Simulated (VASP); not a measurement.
Set up this calculation in VASP 6.6.1, as the native input.

```yaml
Task: relaxation of cell and atoms
Functional: LDA
Potentials_or_basis: VASP PAW LDA potentials, release 64 (W_sv, C)
Cutoff: 600 eV
k_mesh: 15 × 15 × 13
Occupations: methfessel-paxton, width 0.1 eV
Spin: no spin polarisation
Further_INCAR_settings: ALGO = Normal; EDIFF = 1e-07; IBRION = 2; EDIFFG = -0.005; NSW = 90; ISIF = 3
```

The structure of WC lies in POSCAR:

```
WC                                      
1.0
    2.8892524228      0.0000000000      0.0000000000
   -1.4446262114      2.5021659999      0.0000000000
   -0.0000000000      0.0000000000      2.8175173352
  W               C             
     1     1
Direct
     0.0000000000000000    0.0000000000000000    0.0000000000000000
     0.6666666699999979    0.3333333300000021    0.5000000000000000
```

The input as run:

INCAR

```
ALGO = Normal
EDIFF = 1E-7
EDIFFG = -0.005
ENCUT = 600
GGA = CA
IBRION = 2
ISIF = 3
ISMEAR = 1
LASPH = T
LCHARG = F
LREAL = F
LWAVE = F
NELM = 80
NSW = 90
PREC = Accurate
SIGMA = 0.1
```

KPOINTS

```
k-points
0
Gamma
  15 15 13
```

Potentials or basis: VASP PAW LDA potentials, release 64 (W_sv, C).

Command:

```console
$ cat potpaw_LDA.64/W_sv/POTCAR potpaw_LDA.64/C/POTCAR > POTCAR
$ mpirun -np 1 vasp_std > vasp.out
```

Results of the run:

- Relaxed volume: 10.19 Å³/atom
- Relaxed cell: a = 2.890 Å, b = 2.890 Å, c = 2.818 Å, α = 90.00°, β = 90.00°, γ = 120.00°
- Space group after relaxing (to 0.05 Å): P-6m2 (No. 187)
- Energy gained by relaxing: 0.0 meV/atom
- Ionic steps: 3
- Pressure after relaxing: 0.0 GPa
- Band gap on the k mesh: none (metal or under the smearing width)

Run time: 34 s on 1 thread of Intel(R) Xeon(R) 6975P-C (Granite Rapids) (shared host), peak memory 0.19 GiB.
